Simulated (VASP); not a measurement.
# Sr (Fm-3m) in VASP: settings compared

One crystal, Sr, is run at these levels: PBE, LDA, PBEsol; tasks: relaxation of cell and atoms.

Program: VASP 6.6.1. These are calculated values, not measurements. Logs are shortened: lines on timing, memory, paths and dates and some standing lists are left out, and cuts for length are marked.

## (1) Starting point

It takes space group Fm-3m (No. 225, cubic). Conventional cell: a = 6.085 Å, b = 6.085 Å, c = 6.085 Å, α = 90.00°, β = 90.00°, γ = 90.00°. Sr (site symmetry m-3m) has 12 Sr at 4.30 Å as nearest neighbours.

## (2) Relaxation of cell and atoms, PBE

INCAR reads:

```
SYSTEM = Sr
PREC = Accurate ; ENCUT = 600
EDIFF = 1E-6 ; ISMEAR = 1
SIGMA = 0.1 ; LREAL = .FALSE.
LASPH = .TRUE. ; NELM = 80
ALGO = Normal ; ISIF = 3
LWAVE = .FALSE. ; LCHARG = .FALSE.
GGA = PE ; IBRION = 2
NSW = 90 ; EDIFFG = -0.01
```

KPOINTS reads:

```
Automatic mesh
0
G
  12 12 12
  0 0 0
```

POSCAR reads:

```
Sr
1.0
    0.0000000000      3.0423500000      3.0423500000
    3.0423500000      0.0000000000      3.0423500000
    3.0423500000      3.0423500000      0.0000000000
Sr
1
Direct
    0.0000000000      0.0000000000      0.0000000000
```

Potentials or basis: VASP PAW PBE potentials, release 64 (Sr_sv).

On the command line:

```console
$ cat potpaw_PBE.64/Sr_sv/POTCAR > POTCAR
$ mpirun -np 1 vasp_std > vasp.out
```

OUTCAR:

```text
SYSTEM = Sr
   PREC = Accurate
   ENCUT = 600
   EDIFF = 1E-6
   ISMEAR = 1
   LREAL = .FALSE.
   LASPH = .TRUE.
   NELM = 80
   ISIF = 3
   GGA = PE
   IBRION = 2
   NSW = 90
   EDIFFG = -0.01

 ion  position               nearest neighbor table
   1  0.000  0.000  0.000-

  LATTYP: Found a face centered cubic cell.
 ALAT       =     6.0847000000

  Lattice vectors:

 A1 = (   0.0000000000,   3.0423500000,   3.0423500000)
 A2 = (   3.0423500000,   0.0000000000,   3.0423500000)
 A3 = (   3.0423500000,   3.0423500000,   0.0000000000)

Analysis of symmetry for initial positions (statically):
=====================================================================
 Subroutine PRICEL returns:
 Original cell was already a primitive cell.

 Routine SETGRP: Setting up the symmetry group for a
 face centered cubic supercell.

 Subroutine GETGRP returns: Found 48 space group operations
 (whereof 48 operations were pure point group operations)
 out of a pool of 48 trial point group operations.

The static configuration has the point symmetry O_h .

Analysis of symmetry for dynamics (positions and initial velocities):
=====================================================================
 Subroutine PRICEL returns:
 Original cell was already a primitive cell.

 Routine SETGRP: Setting up the symmetry group for a
 face centered cubic supercell.

 Subroutine GETGRP returns: Found 48 space group operations
 (whereof 48 operations were pure point group operations)
 out of a pool of 48 trial point group operations.

The dynamic configuration has the point symmetry O_h .

 Subroutine INISYM returns: Found 48 space group operations
 (whereof 48 operations are pure point group operations),
 and found     1 'primitive' translations

----------------------------------------------------------------------------------------

                                     Primitive cell

  volume of cell :      56.3193

  direct lattice vectors                    reciprocal lattice vectors
     0.000000000  3.042350000  3.042350000    -0.164346640  0.164346640  0.164346640
     3.042350000  0.000000000  3.042350000     0.164346640 -0.164346640  0.164346640
     3.042350000  3.042350000  0.000000000     0.164346640  0.164346640 -0.164346640

  length of vectors
     4.302532631  4.302532631  4.302532631     0.284656730  0.284656730  0.284656730

  position of ions in fractional coordinates (direct lattice)
     0.000000000  0.000000000  0.000000000

  ion indices of the primitive-cell ions
   primitive index   ion index
                 1           1

----------------------------------------------------------------------------------------

 KPOINTS: Automatic mesh

Automatic generation of k-mesh.
 Grid dimensions read from file:
 generate k-points for:   12   12   12

 Generating k-lattice:

  Cartesian coordinates                     Fractional coordinates (reciprocal lattice)
    -0.013695553  0.013695553  0.013695553     0.083333333  0.000000000  0.000000000
     0.013695553 -0.013695553  0.013695553     0.000000000  0.083333333  0.000000000
     0.013695553  0.013695553 -0.013695553     0.000000000  0.000000000  0.083333333

  Length of vectors
     0.023721394  0.023721394  0.023721394

  Shift w.r.t. Gamma in fractional coordinates (k-lattice)
     0.000000000  0.000000000  0.000000000

 Subroutine IBZKPT returns following result:
 ===========================================

 Found     72 irreducible k-points:

 Following reciprocal coordinates:
            Coordinates               Weight
  0.000000  0.000000  0.000000      1.000000
  0.083333  0.000000  0.000000      8.000000
  0.166667  0.000000  0.000000      8.000000
  0.250000  0.000000  0.000000      8.000000
  0.333333  0.000000  0.000000      8.000000
  0.416667  0.000000  0.000000      8.000000
[... 16 lines left out ...]
  0.500000  0.166667  0.000000     24.000000
 -0.416667  0.166667  0.000000     24.000000
 [... further k-points ...]
   k-points           NKPTS =     72   k-points in BZ     NKDIM =     72   number of bands    NBANDS=      9
   number of dos      NEDOS =    301   number of ions     NIONS =      1
   total plane-waves  NPLWV =  46656
   dimension x,y,z NGX =    36 NGY =   36 NGZ =   36
   dimension x,y,z NGXF=    72 NGYF=   72 NGZF=   72
   ions per type =               1
   NGX,Y,Z   is equivalent  to a cutoff of  13.91, 13.91, 13.91 a.u.
   NGXF,Y,Z  is equivalent  to a cutoff of  27.82, 27.82, 27.82 a.u.
 SYSTEM =  Sr
   PREC   = accura    normal or accurate (medium, high low for compatibility)
   ISTART =      0    job   : 0-new  1-cont  2-samecut
   ICHARG =      2    charge: 1-file 2-atom 10-const
   ISPIN  =      1    spin polarized calculation?
   LNONCOLLINEAR =      F non collinear calculations
   LSORBIT =      F    spin-orbit coupling
   LASPH  =      T    aspherical Exc in radial PAW
   ENCUT  =  600.0 eV  44.10 Ry    6.64 a.u.   8.59  8.59  8.59*2*pi/ulx,y,z
   NELM   =     80;   NELMIN=  2; NELMDL= -5     # of ELM steps
   EDIFF  = 0.1E-05   stopping-criterion for ELM
   LREAL  =      F    real-space projection
   EDIFFG = -.1E-01   stopping-criterion for IOM
   NSW    =     90    number of steps for IOM
   IBRION =      2    ionic relax: 0-MD 1-quasi-New 2-CG
   NFREE  =      1    steps in history (QN), initial steepest desc. (CG)
   ISIF   =      3    stress and relaxation
   ISYM   =      2    0-nonsym 1-usesym 2-fastsym
   POTIM  = 0.5000    time-step for ionic-motion
   TEBEG  =    0.0;   TEEND  =   0.0 temperature during run
   PSTRESS=    0.0 pullay stress
   NELECT =      10.0000    total number of electrons
   NUPDOWN=      -1.0000    fix difference up-down
   EMIN   =  10.00;   EMAX   =-10.00  energy-range for DOS
   EFERMI =   0.00;   METHOD = LEGACY
   ISMEAR =     1;   SIGMA  =   0.10  broadening in eV -4-tet -1-fermi 0-gaus
   EFERMI_NEDOS =   21; number of points for ismear=-14 and -15
   IALGO  =     38    algorithm
   IMIX   =      4    mixing-type and parameters
     AMIX     =   0.40;   BMIX     =  1.00
     AMIX_MAG =   1.60;   BMIX_MAG =  1.00
  volume/ion in A,a.u.               =      56.32       380.06
  Fermi-wavevector in a.u.,A,eV,Ry     =   0.920144  1.738819 11.519569  0.846664
  Thomas-Fermi vector in A             =   2.045416
   LORBIT       =      0    0 simple, 1 ext, 2 COOP (PROOUT), +10 PAW based schemes
   GGA     = PE    functional components
   LHFCALC =     F    Hartree Fock is set to
   AEXX    =    0.0000 exact exchange contribution
   IVDW    =     0    specifies the selected vdW correction
   LEPSILON=     F    determine dielectric tensor
   LRPA    =     F    only Hartree local field effects (RPA)
 conjugate gradient relaxation of ions
 non-spin polarized calculation
 Methfessel and Paxton  Order N= 1 SIGMA  =   0.10
  energy-cutoff  :      600.00
  volume of cell :       56.32
 maximum number of plane-waves:      1899
   NGX = 17   NGY = 17   NGZ = 17

--------------------------------------- Ionic step        1  -------------------------------------------

 number of electron      10.0000000 magnetization

 Free energy of the ion-electron system (eV)
  ---------------------------------------------------
  ext. energy  EPLUGINS =         0.00000000
  ---------------------------------------------------
  free energy    TOTEN  =        -1.63454857 eV

  energy without entropy =       -1.63320108  energy(sigma->0) =       -1.63409940

------------------------ aborting loop because EDIFF is reached ----------------------------------------

  FORCE on cell =-STRESS in cart. coord.  units (eV):
  Direction    XX          YY          ZZ          XY          YZ          ZX
  --------------------------------------------------------------------------------------
  -------------------------------------------------------------------------------------
  Total       -0.1211228     -0.1211228     -0.1211228      0.0000000      0.0000000      0.0000000
  in kB       -3.4457128     -3.4457128     -3.4457128      0.0000000      0.0000000      0.0000000
  external PRESSURE =      -3.4457128 kB  Pullay stress =       0.0000000 kB

 VOLUME and BASIS-vectors are now :
 -----------------------------------------------------------------------------
  energy-cutoff  :      600.00
  volume of cell :       56.32
      direct lattice vectors                 reciprocal lattice vectors
     0.000000000  3.042350000  3.042350000    -0.164346640  0.164346640  0.164346640
     3.042350000  0.000000000  3.042350000     0.164346640 -0.164346640  0.164346640
     3.042350000  3.042350000  0.000000000     0.164346640  0.164346640 -0.164346640
[... 36 lines left out ...]
 POSITION                                       TOTAL-FORCE (eV/Angst)
 -----------------------------------------------------------------------------------
      3.02457      3.02457      0.00000         0.000000     -0.000000     -0.000000
 -----------------------------------------------------------------------------------
    total drift:                                0.000000      0.000000      0.000000

  FREE ENERGIE OF THE ION-ELECTRON SYSTEM (eV)
  ---------------------------------------------------
  free  energy   TOTEN  =        -1.6360597555 eV

  energy  without entropy=       -1.6351209770  energy(sigma->0) =       -1.63574683

--------------------------------------- Ionic step        3  -------------------------------------------

 number of electron      10.0000000 magnetization

 Free energy of the ion-electron system (eV)
  ---------------------------------------------------
  ext. energy  EPLUGINS =         0.00000000
  ---------------------------------------------------
  free energy    TOTEN  =        -1.63642402 eV

  energy without entropy =       -1.63581657  energy(sigma->0) =       -1.63622153

 E-fermi :   1.6119     XC(G=0):  -7.3716

 val. band max:        1.6024600678   @ k =  -0.3333   0.3333   0.1667
 cond. band min:       1.6192049729   @ k =  -0.4167   0.2500   0.0000
 fundamental gap:      0.0167449051
 Fermi energy:         1.6118795155

 k-point     1 :       0.0000    0.0000    0.0000
  band No.  band energies     occupation
      1     -34.9920      2.00000
      2     -16.8788      2.00000
      3     -16.8788      2.00000
      4     -16.8788      2.00000
      5      -2.0468      2.00000
      6       3.9624      0.00000
      7       3.9624      0.00000
      8       3.9624      0.00000
      9       5.4398      0.00000

 k-point     2 :       0.0833    0.0000    0.0000
  band No.  band energies     occupation
      1     -34.9911      2.00000
      2     -16.8927      2.00000
      3     -16.8807      2.00000
      4     -16.8807      2.00000
      5      -1.9341      2.00000
      6       3.7863      0.00000
      7       4.0158      0.00000
      8       4.0158      0.00000
      9       5.3681      0.00000
[... 253 lines left out ...]
 k-point    24 :      -0.4167    0.1667    0.0000
  band No.  band energies     occupation
      1     -34.9762      2.00000
      2     -17.0609      2.00000
      3     -16.9426      2.00000
      4     -16.9137      2.00000
      5       0.8414      2.00000
      6       1.7040     -0.02984
      7       3.2066     -0.00000
      8       4.1277      0.00000
      9       6.1860      0.00000

 [... further k-points ...]

------------------------ aborting loop because EDIFF is reached ----------------------------------------

  FORCE on cell =-STRESS in cart. coord.  units (eV):
  Direction    XX          YY          ZZ          XY          YZ          ZX
  --------------------------------------------------------------------------------------
  -------------------------------------------------------------------------------------
  Total        0.0012077      0.0012077      0.0012077      0.0000000      0.0000000     -0.0000000
  in kB        0.0354475      0.0354475      0.0354475      0.0000000      0.0000000     -0.0000000
  external PRESSURE =       0.0354475 kB  Pullay stress =       0.0000000 kB

 VOLUME and BASIS-vectors are now :
 -----------------------------------------------------------------------------
  energy-cutoff  :      600.00
  volume of cell :       54.59
      direct lattice vectors                 reciprocal lattice vectors
     0.000000000  3.010822315  3.010822315    -0.166067588  0.166067588  0.166067588
     3.010822315  0.000000000  3.010822315     0.166067588 -0.166067588  0.166067588
     3.010822315  3.010822315  0.000000000     0.166067588  0.166067588 -0.166067588

 POSITION                                       TOTAL-FORCE (eV/Angst)
 -----------------------------------------------------------------------------------
      0.00000      0.00000      0.00000        -0.000000      0.000000     -0.000000
 -----------------------------------------------------------------------------------
    total drift:                               -0.000000      0.000000      0.000000

  FREE ENERGIE OF THE ION-ELECTRON SYSTEM (eV)
  ---------------------------------------------------
  free  energy   TOTEN  =        -1.6364240152 eV

  energy  without entropy=       -1.6358165691  energy(sigma->0) =       -1.63622153

 reached required accuracy - stopping structural energy minimisation
```

It took 37 s on 1 thread of Intel Xeon Platinum 8559C (Emerald Rapids), shared host; peak memory 0.22 GiB.

Results:

```
Free energy                            : -1.6364 eV
Relaxed volume                         : 54.59 Å³/atom
Relaxed cell                           : a = 4.258 Å, b = 4.258 Å, c = 4.258 Å, α = 60.00°, β = 60.00°, γ = 60.00°
Space group after relaxing (to 0.05 Å) : Fm-3m (No. 225)
Energy gained by relaxing              : 1.9 meV/atom
Ionic steps                            : 3
Pressure after relaxing                : 0.0 GPa
Band gap on the k mesh                 : none (metal or under the smearing width)
```

The path:
| step | energy change (eV) | largest force (eV/Å) | pressure (GPa) | volume (Å³) |
| --- | --- | --- | --- | --- |
| 1 | 0.0000 | 0.0000 | -0.34 | 56.32 |
| 2 | -0.0015 | 0.0000 | -0.15 | 55.34 |
| 3 | -0.0019 | 0.0000 | 0.00 | 54.59 |

Final structure:
```
Sr
1.0
     0.00000    3.01082    3.01082
     3.01082    0.00000    3.01082
     3.01082    3.01082    0.00000
Sr
1
Direct
  0.00000 0.00000 0.00000
```

Levels at points of the mesh, in eV from the Fermi level:
| k point | band 1 | band 2 | band 3 | band 4 | band 5 | band 6 | band 7 | band 8 | band 9 |
| --- | --- | --- | --- | --- | --- | --- | --- | --- | --- |
| (0.00, 0.00, 0.00) | -36.60 | -18.49 | -18.49 | -18.49 | -3.66 | 2.35 | 2.35 | 2.35 | 3.83 |
| (0.50, 0.00, 0.00) | -36.59 | -18.69 | -18.52 | -18.52 | -1.12 | 0.07 | 2.19 | 2.19 | 4.88 |
| (0.50, 0.50, 0.00) | -36.58 | -18.68 | -18.56 | -18.56 | -0.65 | 0.34 | 1.07 | 4.88 | 5.18 |

## (3) Relaxation of cell and atoms, PBE

This run uses another cell than the first one, of 54.59 Å³/atom, 0.969 times its volume.

INCAR reads:

```
SYSTEM = Sr
PREC = Accurate ; ENCUT = 600
EDIFF = 1E-7 ; ISMEAR = 1
SIGMA = 0.1 ; LREAL = .FALSE.
LASPH = .TRUE. ; NELM = 80
ALGO = Normal ; ISIF = 3
LWAVE = .FALSE. ; LCHARG = .FALSE.
GGA = PE ; IBRION = 2
NSW = 90 ; EDIFFG = -0.005
```

KPOINTS is that of step 2.

POSCAR reads:

```
Sr                                      
1.0
    0.0000000000      3.0108223145      3.0108223145
    3.0108223145      0.0000000000      3.0108223145
    3.0108223145      3.0108223145      0.0000000000
  Sr            
     1
Direct
     0.0000000000000000    0.0000000000000000    0.0000000000000000
```

Potentials or basis: VASP PAW PBE potentials, release 64 (Sr_sv).

On the command line:

```console
$ cat potpaw_PBE.64/Sr_sv/POTCAR > POTCAR
$ mpirun -np 1 vasp_std > vasp.out
```

OUTCAR:

```text
SYSTEM = Sr
   PREC = Accurate
   ENCUT = 600
   EDIFF = 1E-7
   ISMEAR = 1
   LREAL = .FALSE.
   LASPH = .TRUE.
   NELM = 80
   ISIF = 3
   GGA = PE
   IBRION = 2
   NSW = 90
   EDIFFG = -0.005

 ion  position               nearest neighbor table
   1  0.000  0.000  0.000-

  LATTYP: Found a face centered cubic cell.
 ALAT       =     6.0216446290

  Lattice vectors:

 A1 = (   0.0000000000,   3.0108223145,   3.0108223145)
 A2 = (   3.0108223145,   0.0000000000,   3.0108223145)
[... 472 lines left out ...]
 [... further k-points ...]

------------------------ aborting loop because EDIFF is reached ----------------------------------------

  FORCE on cell =-STRESS in cart. coord.  units (eV):
  Direction    XX          YY          ZZ          XY          YZ          ZX
  --------------------------------------------------------------------------------------
  -------------------------------------------------------------------------------------
  Total        0.0001662      0.0001662      0.0001662      0.0000000     -0.0000000      0.0000000
  in kB        0.0048779      0.0048779      0.0048779      0.0000000     -0.0000000      0.0000000
  external PRESSURE =       0.0048779 kB  Pullay stress =       0.0000000 kB

 VOLUME and BASIS-vectors are now :
 -----------------------------------------------------------------------------
  energy-cutoff  :      600.00
  volume of cell :       54.59
      direct lattice vectors                 reciprocal lattice vectors
     0.000000000  3.010822314  3.010822314    -0.166067588  0.166067588  0.166067588
     3.010822314  0.000000000  3.010822314     0.166067588 -0.166067588  0.166067588
     3.010822314  3.010822314  0.000000000     0.166067588  0.166067588 -0.166067588

 POSITION                                       TOTAL-FORCE (eV/Angst)
 -----------------------------------------------------------------------------------
      0.00000      0.00000      0.00000        -0.000000      0.000000      0.000000
 -----------------------------------------------------------------------------------
    total drift:                               -0.000000      0.000000      0.000000

  FREE ENERGIE OF THE ION-ELECTRON SYSTEM (eV)
  ---------------------------------------------------
  free  energy   TOTEN  =        -1.6363867746 eV

  energy  without entropy=       -1.6357791389  energy(sigma->0) =       -1.63618423

 reached required accuracy - stopping structural energy minimisation
```

OSZICAR:

```text
N       E                     dE             d eps       ncg     rms          rms(c)
DAV:   1     0.444154675715E+02    0.44415E+02   -0.52456E+03  1296   0.107E+03
DAV:   2     0.378683839306E+00   -0.44037E+02   -0.43623E+02  1414   0.178E+02
DAV:   3    -0.157109892451E+01   -0.19498E+01   -0.19374E+01  1925   0.315E+01
DAV:   4    -0.163300071621E+01   -0.61902E-01   -0.61722E-01  1888   0.534E+00
DAV:   5    -0.163509814669E+01   -0.20974E-02   -0.20952E-02  2041   0.562E-01    0.110E+01
DAV:   6    -0.163586694541E+01   -0.76880E-03   -0.64573E-03  1655   0.112E+00    0.624E+00
DAV:   7    -0.163636354361E+01   -0.49660E-03   -0.11254E-02  1474   0.147E+00    0.290E-01
DAV:   8    -0.163635699514E+01    0.65485E-05   -0.17501E-03  2036   0.265E-01    0.123E-01
DAV:   9    -0.163637413880E+01   -0.17144E-04   -0.21663E-05  1651   0.547E-02    0.346E-02
DAV:  10    -0.163638776236E+01   -0.13624E-04   -0.97881E-06  1615   0.326E-02    0.364E-02
DAV:  11    -0.163638729566E+01    0.46670E-06   -0.54506E-07  1834   0.763E-03    0.115E-02
DAV:  12    -0.163638672092E+01    0.57475E-06   -0.22942E-07  1622   0.399E-03    0.446E-03
DAV:  13    -0.163638677458E+01   -0.53668E-07   -0.95311E-09   812   0.105E-03
   1 F= -.16363868E+01 E0= -.16361842E+01  d E =-.163639E+01
```

CONTCAR:

```text
Sr
   1.00000000000000
     0.0000000000000000    3.0108223144999999    3.0108223144999999
     3.0108223144999999    0.0000000000000000    3.0108223144999999
     3.0108223144999999    3.0108223144999999    0.0000000000000000
  Sr
     1
Direct
     0.0000000000000000    0.0000000000000000    0.0000000000000000

  0.00000000E+00  0.00000000E+00  0.00000000E+00
```

Run time: 19 s. Hardware: 1 thread of Intel Xeon Platinum 8559C (Emerald Rapids), shared host; peak memory 0.21 GiB.

Results:

| Property | Result |
| --- | --- |
| Free energy | -1.6364 eV |
| Pressure after relaxing | 0.0 GPa |
| Band gap on the k mesh | none (metal or under the smearing width) |

Final structure:
```
CELL_PARAMETERS angstrom
0.00000 3.01082 3.01082
3.01082 0.00000 3.01082
3.01082 3.01082 0.00000
ATOMIC_POSITIONS crystal
Sr 0.00000 0.00000 0.00000
```

Levels at points of the mesh, in eV from the Fermi level:
```
           k point  band 3  band 4  band 5  band 6  band 7  band 8
(0.00, 0.00, 0.00)  -18.49  -18.49   -3.66    2.35    2.35    2.35
(0.50, 0.00, 0.00)  -18.52  -18.52   -1.12    0.07    2.19    2.19
(0.50, 0.50, 0.00)  -18.56  -18.56   -0.65    0.34    1.07    4.88
```

Caveat: the relaxation stopped at its first step, so nothing moved.

(Continued in part 2 of 2.)
